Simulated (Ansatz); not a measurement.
Computed results, one entry a study.

**BeTe (F-43m): band gap by G0W0 on HSE06**

It takes space group F-43m (No. 216, cubic). The conventional cell has a = 5.663 Å, b = 5.663 Å, c = 5.663 Å, α = 90.00°, β = 90.00°, γ = 90.00°. Be has 4 Te at 2.45 Å nearest. Nearest to Te lie 4 Be at 2.45 Å. Farther neighbours and most contacts between anions are not listed.

```xyz
2
Lattice="0.0000 2.8315 2.8315 2.8315 0.0000 2.8315 2.8315 2.8315 0.0000" Properties=species:S:1:pos:R:3 pbc="T T T"
Be    0.0000    0.0000    0.0000
Te    4.2472    4.2472    4.2472
```

| Item | Value |
| --- | --- |
| method | G0W0 on HSE06, plane waves, PAW; PAW set soft_1 (and 1 further level or step) |
| program | Ansatz 0.2.0 |
| settings of one run | cutoff 420 eV, 6×6×6 k-mesh, PAW set soft 1, empty bands 135, screening cutoff 120 eV, screening contour deformation, QP bands (v2, c2) |
| cost | 2 runs, 57 s in all on 1 × NVIDIA H100 80GB HBM3 (shared by 6 runs) with 3 threads of AMD EPYC 7R13 (Zen 3), shared host (the runs of this entry) |
| notes | In doubt: masses and optical values from hybrid runs of this build are listed as unsure (in some of the runs), which bears on the screening that GW takes from such a start. The cell and positions are those that the Materials Project relaxed with its own functionals (PBE, PBE+U or r2SCAN), kept fixed. Limits: no spin-orbit coupling. The differences hold parts that these runs do not separate: finite bands, cutoffs and mesh, points of the zone that were not corrected, the start of G0W0, spin-orbit coupling missing from it, static nuclei, no electron-hole attraction, a cell that is not a measured one, and what each experiment reads as the gap. How much each gives is not known from the steps shown. |
| HSE06 gap over mesh and listed points | 2.715 eV, from k = Γ to k = (-0.500, -0.500, 0.000) |
| G0W0@HSE06 gap over 7 of 16 irreducible mesh points | 3.113 eV, from k = Γ to k = (0.000, -0.500, -0.500) |
| GW settings | 6×6×6 mesh, 135 empty bands, screening to 120 eV, PAW set soft_1 files |
| known limits | finite bands, screening cutoff and k mesh; no spin-orbit coupling in G0W0 |

Over 7 of 16 irreducible mesh points the G0W0 gap is 3.113 eV, from k = Γ to k = (0.000, -0.500, -0.500). The HSE06 gap of this run on the mesh is 2.701 eV. The two states that bound the G0W0 gap lie that far apart at the start, so the correction of the gap is 3.113 − 2.701 = +0.412 eV. The valence state moves by 6.314 − 6.723 = −0.409 eV and the conduction state by 9.426 − 9.424 = +0.002 eV, on the run's own scale; how far single levels stand from their limit in bands is not shown.

[Paths, hosts, dates, memory and timing lines, banners, echoed tables and standing remarks are left out of the program output.]

[Logs are printed without paths, hosts, clocks, repeated set-up lines and the standing remarks that a program may print on its own settings, such as how far it seeks lower states.]

[Runs of the session that timed out or met a known fault of the program may be left out.]

[Cells called generated may have been cut or substituted from an entry of the Crystallography Open Database or the Materials Project.]

[Hosts, paths, dates, database ids (printed as entryN), source tags and the programs' standing remarks are cut or masked in the printed files.]
